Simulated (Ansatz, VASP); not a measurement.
Two plane-wave programs on SnO2

```
Sn O
1.0
     4.83026    0.00000    0.00000
     0.00000    4.83026    0.00000
     0.00000    0.00000    3.24889
Sn O
2 4
Direct
  0.00000 0.00000 0.00000
  0.50000 0.50000 0.50000
  0.30562 0.30562 0.00000
  0.19438 0.80562 0.50000
  0.69438 0.69438 0.00000
  0.80562 0.19438 0.50000
```

Change from the starting cell: volume scaled by 1.06, PAW files.

Alike in both runs: task electric field gradients; functional PBE; k mesh 4 × 4 × 6; occupations fermi-dirac, width 0.03 eV; no spin polarisation.

|  | VASP | Ansatz |
| --- | --- | --- |
| version | VASP 6.6.1 | Ansatz 0.2.0 |
| potentials or method | VASP PAW PBE potentials, release 64 (Sn_d, O) | PAW with Ansatz's default frozen-core files, scalar-relativistic |
| plane-wave cutoff (eV) | 520 | 420 |
| valence electrons in the cell | 52 | 52 |

```csv
,VASP,Ansatz,Ansatz less VASP
pressure (GPa),-0.5,-1.1,-0.59
largest component of the traceless stress (GPa),0.45,0.62,+0.168
rms of the force components (eV/Å),0.064,0.070,+0.0064
Vzz of the field gradient on the site that differs most (V/Å²),50.0,51.5,+1.53
```

Atom by atom the forces differ by 0.006 eV/Å (rms over components). With one functional, cell and mesh, what is left measures potentials, basis and numerics. Ansatz warned: «gradients_without_spin_orbit».
